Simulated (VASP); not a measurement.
A run of VASP 6.6.1 is set up as follows.

INCAR

```
SYSTEM = SnSe2
  PREC = Accurate
  ENCUT = 520
  EDIFF = 1E-7
  ISMEAR = -1
  SIGMA = 0.02
  LREAL = .FALSE.
  LASPH = .TRUE.
  NELM = 100
  ALGO = Fast
  ISIF = 2
  LWAVE = .FALSE.
  LCHARG = .FALSE.
  GGA = PE
  NBANDS = 20
```

Contents of KPOINTS:

```
Automatic mesh
0
G
  12 12 4
  0 0 0
```

POSCAR

```
SnSe2
1.0
    3.8251493193      0.0378689783      0.0000000000
   -1.8797791625      3.2937419946      0.0000000000
    0.0000000000      0.0000000000      6.2270792392
Sn Se
1 2
Direct
    0.0000000000      0.0000000000      0.0000000000
    0.3340695357      0.6666133238      0.2531065131
    0.6659304643      0.3333866762      0.7468934869
```

Potentials or basis: VASP PAW PBE potentials, release 64 (Sn_d, Se).

Command:

```bash
$ cat potpaw_PBE.64/Sn_d/POTCAR potpaw_PBE.64/Se/POTCAR > POTCAR
$ mpirun -np 1 vasp_std > vasp.out
```

**Question.** Estimate the band gap on the k mesh.

**Answer.** 0.64 eV, indirect (least direct gap 1.12 eV).

**Question.** Estimate the pressure.

**Answer.** 3.0 GPa.

**Question.** What does it give for the largest force?

**Answer.** 0.274 eV/Å.

Stress tensor (GPa, compression positive):
```
 2.91 -0.75  0.07
-0.75  2.95  0.00
 0.07  0.00  3.08
```

Caveat: spin-orbit coupling is left out, which moves the levels of the heavy elements. A k mesh can miss the band edges.
